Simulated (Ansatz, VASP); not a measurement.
# Cs: VASP beside Ansatz

```
CELL_PARAMETERS angstrom
-3.02250 2.99227 3.02250
3.02250 -2.99227 3.02250
3.02250 2.99227 -3.02250
ATOMIC_POSITIONS crystal
Cs 0.00000 0.00000 0.00000
```

Change from the starting cell: strain -0.0100 x Voigt [0, 1, 0, 0, 0, 0], atoms carried along.

Alike in both runs: task single point; functional PBE; k mesh 12 × 12 × 12; occupations gaussian, width 0.15 eV; no spin polarisation.

|  | VASP | Ansatz |
| --- | --- | --- |
| version | VASP 6.6.1 | Ansatz 0.2.0 |
| potentials or method | VASP PAW PBE potentials, release 64 (Cs_sv) | scalar-relativistic, plane waves, PAW |
| plane-wave cutoff (eV) | 520 | 420 |
| valence electrons in the cell | 9 | 9 |

|  | VASP | Ansatz | Ansatz less VASP |
| --- | --- | --- | --- |
| gap on the k mesh at the Fermi level (eV) | none | none | - |
| pressure (GPa) | 0.1 | 0.1 | +0.01 |

A gap of «none» marks a metal or a gap that the smearing closes. The functional is the same, so the differences come from potentials, cutoffs and numerics.

Spin-orbit coupling is left out, which matters for the levels of Cs.
